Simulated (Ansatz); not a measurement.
**SiC: opening a crack plane**

SiC, P6_3mc, a = 3.094 Å, c = 10.129 Å. The compound has several low-lying forms, and this is one of them. Ansatz: PBE, PAW, 420 eV, Γ-centred 10×10×3 mesh on 8 atoms, Gaussian smearing 0.05 eV; no spin polarisation. One cut on (001) per cell of 8 atoms is opened rigidly by x, between planes of C and Si that stand 1.90 Å apart; y is the energy per area (8.291 Å², 1 eV/Å² = 16.02 J/m²).

```
x (Å) y (J/m²)
 0.00     0.000
 0.25     0.651
 0.50     1.884
 0.75     3.163
 1.00     4.310
 1.50         ?
 2.00     7.135
 3.00     7.991
 4.50     8.155
 6.00     8.177
```

Problem. Fit the universal binding curve y = W[1 − (1 + x/l) e^(−x/l)] to the other rows, give the peak stress, and predict the missing value.

Solution. Least squares gives W = 8.19 J/m² and l = 0.561 Å. The stress dy/dx peaks at x = l with W/(e l) = 53.7 GPa, for rigid faces. At x = 1.50: x/l = 2.674, y = 6.114 J/m². The run gave 6.058 J/m², so the fit is 0.056 J/m² too high, within twice the rms miss on the fitted rows (0.033 J/m²).

Cost: 12 runs of about 1.9 core-minutes in all, on Arm Neoverse V2 (shared hosts).